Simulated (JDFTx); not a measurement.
## TiC under changes of volume

One of the cells (10.158 Å³/atom); the others are scaled copies at fixed shape and fractional positions:

```xyz
2
Lattice="0.0000 2.1657 2.1657 2.1657 0.0000 2.1657 2.1657 2.1657 0.0000" Properties=species:S:1:pos:R:3 pbc="T T T"
Ti    0.0000    0.0000    0.0000
C     2.1657    2.1657    2.1657
```

The cell is a database's computed one.

```yaml
Program: JDFTx 1.7.0 (patched build)
Functional: LDA
Potentials_or_basis: PseudoDojo-SR-LDA-0.4.1-standard with smoothed tails
Cutoff: 1143 eV
Density_cutoff: 9143 eV
k_mesh: 11 × 11 × 11
Occupations: fermi-dirac, width 0.05 eV
Spin: no spin polarisation
```

```tsv
volume (Å³/atom)	energy over the lowest point (meV/atom)	pressure (GPa)
9.548	1.36	4.1
9.752	0.00	-2.0
9.955	5.91	-7.4
10.158	18.37	-12.3
10.361	?	?
10.564	60.40	-20.7
10.767	88.84	-24.2
```

What does the run at 10.361 Å³/atom give?

Energy over the lowest point 36.73 meV/atom; pressure -16.7 GPa.

Worked out: A Birch-Murnaghan fit of order 3 (a polynomial in V^(-2/3)) to the other rows has its minimum at 9.69 Å³/atom with B0 = V·E''(V) = 283 GPa and B' = 4.0. It gives 36.73 meV/atom at 10.361 Å³/atom, against the run's 36.73, and -dE/dV = -16.7 GPa, against -16.7.

Energies are extrapolated to zero smearing.
